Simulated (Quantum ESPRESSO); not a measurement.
AgBr: phonon spectrum and thermodynamics under several settings

```
Ag Br
1.0
     0.00000    2.87015    2.87015
     2.87015    0.00000    2.87015
     2.87015    2.87015    0.00000
Ag Br
1 1
Direct
  0.00000 0.00000 0.00000
  0.50000 0.50000 0.50000
```

All runs used Quantum ESPRESSO 7.5; k mesh 4 × 4 × 4, shifted; relaxed cell; no spin polarisation; occupations smeared at first, fixed for the response; q mesh 2 × 2 × 2.

```tsv
level	potentials	cutoff (eV)	volume (Å³/atom)	pressure (GPa)	highest frequency (cm⁻¹)	zero-point energy (meV/atom)	entropy at room temperature (k_B/atom)
LDA	PseudoDojo 0.4.1 SR LDA standard	1170	21.76	0.0	147	15.2	6.19
PBE	PseudoDojo 0.4.1 SR PBE standard	1116	24.79	0.1	120	12.1	6.84
PBEsol	PseudoDojo 0.4.1 SR PBEsol standard	1116	?	0.0	?	?	?
```

**Question.** What stands in the row left open?

**Answer.** Volume 22.82 Å³/atom; highest frequency 134 cm⁻¹; zero-point energy 13.5 meV/atom; entropy at room temperature 6.60 k_B/atom.

For the row left open. Caveat: the q mesh is small, so phonon branches between its points and thermal values are rough.
